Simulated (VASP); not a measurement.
# Al (P6_3/mmc) in VASP: a series of runs

Runs on Al. Level: PBEsol. Tasks: single point.

Program: VASP 6.6.1. These are calculated values, not measurements. Logs are shortened: lines on timing, memory, paths and dates and some standing lists are left out, and cuts for length are marked.

### Step 1. The cell of the first run

Symmetry: P6_3/mmc, No. 194, hexagonal system. The conventional cell has a = 2.953 Å, b = 2.953 Å, c = 4.624 Å, α = 90.00°, β = 90.00°, γ = 120.00°. Around Al (site symmetry -6m2) lie 12 Al at 2.87 to 2.95 Å.

This isn't the form of Al at room conditions, which is fcc.

### Step 2. Single point, PBEsol (strain +0.050 along x and y, -0.050 along z, atoms carried along)

INCAR

```
SYSTEM = Al
PREC     = Accurate       ! precision mode
ENCUT    = 520            ! plane-wave cutoff, eV
EDIFF    = 1E-6           ! SCF threshold, eV
ISMEAR   = 0              ! smearing method
SIGMA    = 0.15           ! smearing width, eV
LREAL    = .False.        ! projectors in reciprocal space
LASPH    = .True.         ! aspherical terms in the spheres
NELM     = 100            ! most SCF steps
ALGO     = Normal         ! electronic algorithm
ISIF     = 2              ! what is computed and relaxed
LWAVE    = .False.        ! write WAVECAR
LCHARG   = .True.         ! write CHGCAR
GGA      = PS             ! functional
LELF     = .True.         ! ELF
LVHAR    = .True.       
NBANDS   = 10             ! bands
```

KPOINTS

```
regular mesh
0
Gamma
  21 21 10
  0 0 0
```

POSCAR

```
Al
1.0
    2.9530781191      0.0000000000      0.0000000000
   -1.4765390595      2.5574406705      0.0000000000
    0.0000000000      0.0000000000      4.6235075000
Al
2
Direct
    0.6666666667      0.3333333333      0.7500000000
    0.3333333333      0.6666666667      0.2500000000
```

Potentials or basis: VASP PAW PBE potentials, release 64 (Al).

Started as:

```bash
$ cat potpaw_PBE.64/Al/POTCAR > POTCAR
$ mpirun -np 1 vasp_std > vasp.out
```

OUTCAR:

```text
SYSTEM = Al
   PREC = Accurate
   ENCUT = 520
   EDIFF = 1E-6
   ISMEAR = 0
   LREAL = .False.
   LASPH = .True.
   NELM = 100
   ISIF = 2
   GGA = PS

 ion  position               nearest neighbor table
   1  0.667  0.333  0.750-   2 2.87   2 2.87   2 2.87   2 2.87   2 2.87   2 2.87
   2  0.333  0.667  0.250-   1 2.87   1 2.87   1 2.87   1 2.87   1 2.87   1 2.87

  LATTYP: Found a hexagonal cell.
 ALAT       =     2.9530781191
 C/A-ratio  =     1.5656570241

  Lattice vectors:

 A1 = (   2.9530781191,   0.0000000000,   0.0000000000)
 A2 = (  -1.4765390595,   2.5574406705,   0.0000000000)
 A3 = (   0.0000000000,   0.0000000000,   4.6235075000)

Analysis of symmetry for initial positions (statically):
=====================================================================
 Subroutine PRICEL returns:
 Original cell was already a primitive cell.

 Routine SETGRP: Setting up the symmetry group for a
 hexagonal supercell.

 Subroutine GETGRP returns: Found 24 space group operations
 (whereof 12 operations were pure point group operations)
 out of a pool of 24 trial point group operations.

The static configuration has the point symmetry D_3d.
 The point group associated with its full space group is D_6h.

Analysis of symmetry for dynamics (positions and initial velocities):
=====================================================================
 Subroutine PRICEL returns:
 Original cell was already a primitive cell.

 Routine SETGRP: Setting up the symmetry group for a
 hexagonal supercell.

 Subroutine GETGRP returns: Found 24 space group operations
 (whereof 12 operations were pure point group operations)
 out of a pool of 24 trial point group operations.

The dynamic configuration has the point symmetry D_3d.
 The point group associated with its full space group is D_6h.

 Subroutine INISYM returns: Found 24 space group operations
 (whereof 12 operations are pure point group operations),
 and found     1 'primitive' translations

----------------------------------------------------------------------------------------

                                     Primitive cell

  volume of cell :      34.9182

  direct lattice vectors                    reciprocal lattice vectors
     2.953078119  0.000000000  0.000000000     0.338629714  0.195507957  0.000000000
    -1.476539060  2.557440671  0.000000000     0.000000000  0.391015914  0.000000000
     0.000000000  0.000000000  4.623507500     0.000000000  0.000000000  0.216286012

  length of vectors
     2.953078119  2.953078119  4.623507500     0.391015913  0.391015914  0.216286012

  position of ions in fractional coordinates (direct lattice)
     0.666666667  0.333333333  0.750000000
     0.333333333  0.666666667  0.250000000

  ion indices of the primitive-cell ions
   primitive index   ion index
                 1           1
                 2           2

----------------------------------------------------------------------------------------

 KPOINTS: regular mesh

Automatic generation of k-mesh.
 Grid dimensions read from file:
 generate k-points for:   21   21   10

 Generating k-lattice:

  Cartesian coordinates                     Fractional coordinates (reciprocal lattice)
     0.016125224  0.009309903  0.000000000     0.047619048 -0.000000000  0.000000000
     0.000000000  0.018619805  0.000000000     0.000000000  0.047619048  0.000000000
     0.000000000  0.000000000  0.021628601     0.000000000  0.000000000  0.100000000

  Length of vectors
     0.018619805  0.018619805  0.021628601

  Shift w.r.t. Gamma in fractional coordinates (k-lattice)
     0.000000000  0.000000000  0.000000000

 Subroutine IBZKPT returns following result:
 ===========================================

 Found    288 irreducible k-points:

 Following reciprocal coordinates:
            Coordinates               Weight
  0.000000  0.000000  0.000000      1.000000
  0.047619  0.000000  0.000000      6.000000
  0.095238  0.000000  0.000000      6.000000
  0.142857 -0.000000  0.000000      6.000000
  0.190476  0.000000  0.000000      6.000000
  0.238095  0.000000  0.000000      6.000000
[... 16 lines left out ...]
  0.142857  0.095238  0.000000     12.000000
  0.190476  0.095238  0.000000     12.000000
 [... further k-points ...]
   k-points           NKPTS =    288   k-points in BZ     NKDIM =    288   number of bands    NBANDS=     10
   number of dos      NEDOS =    301   number of ions     NIONS =      2
   total plane-waves  NPLWV =  20736
   dimension x,y,z NGX =    24 NGY =   24 NGZ =   36
   dimension x,y,z NGXF=    48 NGYF=   48 NGZF=   72
   ions per type =               2
   NGX,Y,Z   is equivalent  to a cutoff of  13.51, 13.51, 12.94 a.u.
   NGXF,Y,Z  is equivalent  to a cutoff of  27.02, 27.02, 25.89 a.u.
 SYSTEM =  Al
   PREC   = accura    normal or accurate (medium, high low for compatibility)
   ISTART =      0    job   : 0-new  1-cont  2-samecut
   ICHARG =      2    charge: 1-file 2-atom 10-const
   ISPIN  =      1    spin polarized calculation?
   LNONCOLLINEAR =      F non collinear calculations
   LSORBIT =      F    spin-orbit coupling
   LASPH  =      T    aspherical Exc in radial PAW
   ENCUT  =  520.0 eV  38.22 Ry    6.18 a.u.   5.49  5.49  8.60*2*pi/ulx,y,z
   NELM   =    100;   NELMIN=  2; NELMDL= -5     # of ELM steps
   EDIFF  = 0.1E-05   stopping-criterion for ELM
   LREAL  =      F    real-space projection
   EDIFFG = 0.1E-04   stopping-criterion for IOM
   NSW    =      0    number of steps for IOM
   IBRION =     -1    ionic relax: 0-MD 1-quasi-New 2-CG
   NFREE  =      0    steps in history (QN), initial steepest desc. (CG)
   ISIF   =      2    stress and relaxation
   ISYM   =      2    0-nonsym 1-usesym 2-fastsym
   POTIM  = 0.5000    time-step for ionic-motion
   TEBEG  =    0.0;   TEEND  =   0.0 temperature during run
   PSTRESS=    0.0 pullay stress
   NELECT =       6.0000    total number of electrons
   NUPDOWN=      -1.0000    fix difference up-down
   EMIN   =  10.00;   EMAX   =-10.00  energy-range for DOS
   EFERMI =   0.00;   METHOD = LEGACY
   ISMEAR =     0;   SIGMA  =   0.15  broadening in eV -4-tet -1-fermi 0-gaus
   EFERMI_NEDOS =   21; number of points for ismear=-14 and -15
   IALGO  =     38    algorithm
   IMIX   =      4    mixing-type and parameters
     AMIX     =   0.40;   BMIX     =  1.00
     AMIX_MAG =   1.60;   BMIX_MAG =  1.00
  volume/ion in A,a.u.               =      17.46       117.82
  Fermi-wavevector in a.u.,A,eV,Ry     =   0.910139  1.719914 11.270435  0.828354
  Thomas-Fermi vector in A             =   2.034266
   LORBIT       =      0    0 simple, 1 ext, 2 COOP (PROOUT), +10 PAW based schemes
   GGA     = PS    functional components
   LHFCALC =     F    Hartree Fock is set to
   AEXX    =    0.0000 exact exchange contribution
   IVDW    =     0    specifies the selected vdW correction
   LEPSILON=     F    determine dielectric tensor
   LRPA    =     F    only Hartree local field effects (RPA)
 non-spin polarized calculation
 Gauss-broadening in eV      SIGMA  =   0.15
  energy-cutoff  :      520.00
  volume of cell :       34.92
 maximum number of plane-waves:       971
 NGX is ok and might be reduce to    24
   NGX = 11   NGY = 11   NGZ = 17

 number of electron       6.0000000 magnetization

 Free energy of the ion-electron system (eV)
  ---------------------------------------------------
  ext. energy  EPLUGINS =         0.00000000
  ---------------------------------------------------
  free energy    TOTEN  =        -8.07837738 eV

  energy without entropy =       -8.06839047  energy(sigma->0) =       -8.07338393

 E-fermi :   7.3825     XC(G=0): -10.0529

 val. band max:        7.3641035736   @ k =   0.3810   0.2381   0.2000
 cond. band min:       7.3921771782   @ k =   0.3333   0.0476   0.5000
 fundamental gap:      0.0280736046
 Fermi energy:         7.3825043359

 k-point     1 :       0.0000    0.0000    0.0000
  band No.  band energies     occupation
      1      -3.3753      2.00000
      2       3.2278      2.00000
      3       3.5792      2.00000
      4      16.8004      0.00000
      5      16.8004      0.00000
      6      17.5019      0.00000
      7      17.5019      0.00000
      8      19.4988      0.00000
      9      20.2217      0.00000
     10      22.0147      0.00000

 k-point     2 :       0.0476    0.0000    0.0000
  band No.  band energies     occupation
      1      -3.3240      2.00000
      2       3.2754      2.00000
      3       3.6295      2.00000
      4      15.7578      0.00000
      5      16.1924      0.00000
      6      17.4625      0.00000
      7      18.1998      0.00000
      8      20.0356      0.00000
      9      20.7097      0.00000
     10      21.3082      0.00000

 k-point     3 :       0.0952    0.0000    0.0000
  band No.  band energies     occupation
      1      -3.1703      2.00000
      2       3.4179      2.00000
      3       3.7801      2.00000
      4      14.1480      0.00000
      5      15.4182      0.00000
      6      16.9231      0.00000
      7      19.2427      0.00000
      8      19.9629      0.00000
      9      20.0552      0.00000
     10      20.9677      0.00000

 k-point     4 :       0.1429   -0.0000    0.0000
  band No.  band energies     occupation
      1      -2.9145      2.00000
      2       3.6554      2.00000
      3       4.0299      2.00000
      4      12.4949      0.00000
      5      14.7142      0.00000
      6      16.2517      0.00000
      7      18.4443      0.00000
      8      18.7304      0.00000
      9      20.3184      0.00000
     10      20.5208      0.00000

 k-point     5 :       0.1905    0.0000    0.0000
  band No.  band energies     occupation
      1      -2.5572      2.00000
      2       3.9878      2.00000
      3       4.3764      2.00000
      4      10.8825      0.00000
      5      14.0951      0.00000
      6      15.5634      0.00000
      7      16.9056      0.00000
      8      17.3935      0.00000
      9      19.8699      0.00000
     10      20.2653      0.00000

 k-point     6 :       0.2381    0.0000    0.0000
  band No.  band energies     occupation
      1      -2.0990      2.00000
      2       4.4148      2.00000
      3       4.8144      2.00000
      4       9.3409      0.00000
      5      13.5637      0.00000
      6      14.8339      0.00000
      7      15.4059      0.00000
      8      16.1810      0.00000
      9      19.3936      0.00000
     10      19.7115      0.00000
[... 183 lines left out ...]
 k-point    21 :       0.4762    0.0476    0.0000
  band No.  band energies     occupation
      1       2.0439      2.00000
      2       2.3790      2.00000
      3       8.0482      0.00000
      4       8.8328      0.00000
      5       9.0432      0.00000
      6       9.2693      0.00000
      7      11.4759      0.00000
      8      14.7922      0.00000
      9      17.5361      0.00000
     10      17.6068      0.00000

 k-point    22 :       0.0952    0.0952    0.0000
  band No.  band energies     occupation
      1      -2.7612      2.00000
      2       3.7979      2.00000
      3       4.1790      2.00000
      4      12.5475      0.00000
      5      12.6956      0.00000
      6      18.0975      0.00000
      7      18.2804      0.00000
      8      18.4568      0.00000
      9      18.9596      0.00000
     10      19.0815      0.00000

 k-point    23 :       0.1429    0.0952    0.0000
  band No.  band energies     occupation
      1      -2.4043      2.00000
      2       4.1302      2.00000
      3       4.5240      2.00000
      4      11.0142      0.00000
      5      11.9788      0.00000
      6      16.8357      0.00000
      7      17.2398      0.00000
      8      18.0825      0.00000
      9      18.2771      0.00000
     10      18.5669      0.00000

 k-point    24 :       0.1905    0.0952    0.0000
  band No.  band energies     occupation
      1      -1.9466      2.00000
      2       4.5571      2.00000
      3       4.9597      2.00000
      4       9.4796      0.00000
      5      11.4146      0.00000
      6      15.4493      0.00000
      7      15.8992      0.00000
      8      17.5758      0.00000
      9      17.7859      0.00000
     10      17.8743      0.00000

 [... further k-points ...]

------------------------ aborting loop because EDIFF is reached ----------------------------------------

  FORCE on cell =-STRESS in cart. coord.  units (eV):
  Direction    XX          YY          ZZ          XY          YZ          ZX
  --------------------------------------------------------------------------------------
  -------------------------------------------------------------------------------------
  Total       -1.1522811     -1.1522811     -0.5709119     -0.0000000      0.0000000      0.0000000
  in kB      -52.8709284    -52.8709284    -26.1955546     -0.0000000      0.0000000      0.0000000
  external PRESSURE =     -43.9791371 kB  Pullay stress =       0.0000000 kB

 VOLUME and BASIS-vectors are now :
 -----------------------------------------------------------------------------
  energy-cutoff  :      520.00
  volume of cell :       34.92
      direct lattice vectors                 reciprocal lattice vectors
     2.953078119  0.000000000  0.000000000     0.338629714  0.195507957  0.000000000
    -1.476539060  2.557440671  0.000000000     0.000000000  0.391015914  0.000000000
     0.000000000  0.000000000  4.623507500     0.000000000  0.000000000  0.216286012

 POSITION                                       TOTAL-FORCE (eV/Angst)
 -----------------------------------------------------------------------------------
      1.47654      0.85248      3.46763         0.000000      0.000000      0.000000
     -0.00000      1.70496      1.15588        -0.000000     -0.000000      0.000000
 -----------------------------------------------------------------------------------
    total drift:                               -0.000000      0.000000     -0.000000

  FREE ENERGIE OF THE ION-ELECTRON SYSTEM (eV)
  ---------------------------------------------------
  free  energy   TOTEN  =        -8.0783773770 eV

  energy  without entropy=       -8.0683904735  energy(sigma->0) =       -8.07338393
```

Run time: 32 s. Hardware: 1 thread of Intel Xeon Platinum 8488C (Sapphire Rapids), shared host; peak memory 0.2 GiB.

Results:

* Free energy: -8.0784 eV
* Pressure: -4.4 GPa
* Band gap on the k mesh: none (metal or under the smearing width)

Caveat: the PAW data sets were made with another functional, which shifts forces and pressure a little.

### Step 3. Single point, PBEsol (strain -0.050 along x and y, -0.025 along z, atoms carried along)

INCAR

```
SYSTEM = Al
  PREC = Accurate
  ENCUT = 520
  EDIFF = 1E-6
  ISMEAR = 0
  SIGMA = 0.15
  LREAL = .False.
  LASPH = .True.
  NELM = 100
  ALGO = Normal
  ISIF = 2
  LWAVE = .False.
  LCHARG = .True.
  GGA = PS
  LELF = .True.
  LVHAR = .True.
  NBANDS = 10
```

KPOINTS

```
Automatic mesh
0
Gamma
  21 21 10
  0 0 0
```

POSCAR

```
Al
1.0
    2.6718325839      0.0000000000      0.0000000000
   -1.3359162919      2.3138748923      0.0000000000
    0.0000000000      0.0000000000      4.7451787500
Al
2
Direct
    0.6666666667      0.3333333333      0.7500000000
    0.3333333333      0.6666666667      0.2500000000
```

Potentials or basis: VASP PAW PBE potentials, release 64 (Al).

Started as:

```bash
$ cat potpaw_PBE.64/Al/POTCAR > POTCAR
$ mpirun -np 1 vasp_std > vasp.out
```

OUTCAR:

```text
SYSTEM = Al
   PREC = Accurate
   ENCUT = 520
   EDIFF = 1E-6
   ISMEAR = 0
   LREAL = .False.
   LASPH = .True.
   NELM = 100
   ISIF = 2
   GGA = PS

 ion  position               nearest neighbor table
   1  0.667  0.333  0.750-   2 2.83   2 2.83   2 2.83   2 2.83   2 2.83   2 2.83
   2  0.333  0.667  0.250-   1 2.83   1 2.83   1 2.83   1 2.83   1 2.83   1 2.83

  LATTYP: Found a hexagonal cell.
 ALAT       =     2.6718325839
 C/A-ratio  =     1.7760015274

  Lattice vectors:

[... 504 lines left out ...]

  FORCE on cell =-STRESS in cart. coord.  units (eV):
  Direction    XX          YY          ZZ          XY          YZ          ZX
  --------------------------------------------------------------------------------------
  -------------------------------------------------------------------------------------
  Total        2.6928648      2.6928648      1.0259290      0.0000000     -0.0000000     -0.0000000
  in kB      147.0697807    147.0697807     56.0307194      0.0000000     -0.0000000     -0.0000000
  external PRESSURE =     116.7234269 kB  Pullay stress =       0.0000000 kB

 VOLUME and BASIS-vectors are now :
 -----------------------------------------------------------------------------
  energy-cutoff  :      520.00
  volume of cell :       29.34
      direct lattice vectors                 reciprocal lattice vectors
     2.671832584  0.000000000  0.000000000     0.374274947  0.216087742  0.000000000
    -1.335916292  2.313874892  0.000000000     0.000000000  0.432175483  0.000000000
     0.000000000  0.000000000  4.745178750     0.000000000  0.000000000  0.210740217

 POSITION                                       TOTAL-FORCE (eV/Angst)
 -----------------------------------------------------------------------------------
      1.33592      0.77129      3.55888        -0.000000      0.000000      0.000000
     -0.00000      1.54258      1.18629         0.000000     -0.000000      0.000000
 -----------------------------------------------------------------------------------
    total drift:                                0.000000     -0.000000      0.000000

  FREE ENERGIE OF THE ION-ELECTRON SYSTEM (eV)
  ---------------------------------------------------
  free  energy   TOTEN  =        -7.9796753036 eV

  energy  without entropy=       -7.9703866510  energy(sigma->0) =       -7.97503098
```

OSZICAR:

```text
N       E                     dE             d eps       ncg     rms          rms(c)
DAV:   1    -0.153084356492E+00   -0.15308E+00   -0.23690E+03  5768   0.477E+02
DAV:   2    -0.788828710895E+01   -0.77352E+01   -0.74425E+01  7654   0.577E+01
DAV:   3    -0.804553521326E+01   -0.15725E+00   -0.15652E+00  7560   0.662E+00
DAV:   4    -0.804611958766E+01   -0.58437E-03   -0.58433E-03  6976   0.463E-01
DAV:   5    -0.804612412272E+01   -0.45351E-05   -0.45348E-05  6996   0.404E-02    0.232E+00
DAV:   6    -0.800609462238E+01    0.40030E-01   -0.37559E-03  6400   0.286E-01    0.130E+00
DAV:   7    -0.797991156205E+01    0.26183E-01   -0.92048E-03  6130   0.436E-01    0.224E-01
DAV:   8    -0.797967922720E+01    0.23233E-03   -0.20751E-04  7804   0.773E-02    0.605E-02
DAV:   9    -0.797967556685E+01    0.36604E-05   -0.53014E-06  6860   0.111E-02    0.559E-03
DAV:  10    -0.797967530364E+01    0.26321E-06   -0.32281E-07  3768   0.273E-03
   1 F= -.79796753E+01 E0= -.79750310E+01  d E =-.928865E-02
```

stdout:

```text
POSCAR found type information on POSCAR Al
 POSCAR found :  1 types and       2 ions
 scaLAPACK will be used
 -----------------------------------------------------------------------------
|                                                                             |
|                                                                             |
|     You enforced a specific xc type in the INCAR file but a different       |
|     I HOPE YOU KNOW WHAT YOU ARE DOING!                                     |
|                                                                             |
 -----------------------------------------------------------------------------

 LDA part: xc-table for (Slater+PW92), standard interpolation
 POSCAR, INCAR and KPOINTS ok, starting setup
 FFT: planning ... GRIDC
 FFT: planning ... GRID_SOFT
 FFT: planning ... GRID
 WAVECAR not read
 entering main loop
```

Wall time 30 s (1 thread of Intel Xeon Platinum 8488C (Sapphire Rapids), shared host); peak memory 0.18 GiB.

Results:

```
Free energy            : -7.9797 eV
Pressure               : 11.7 GPa
Band gap on the k mesh : none (metal or under the smearing width)
```

Levels at points of the mesh, in eV from the Fermi level:
```csv
k point,band 1,band 2,band 3,band 4,band 5,band 6,band 7,band 8
"(0.00, 0.00, 0.00)",-11.95,-5.58,-5.51,11.22,12.77,12.77,12.91,13.04
"(0.00, 0.00, 0.50)",-10.32,-10.32,2.11,2.11,13.57,13.57,13.57,13.57
```

Caveat: the PAW data sets were made with another functional, which shifts forces and pressure a little.
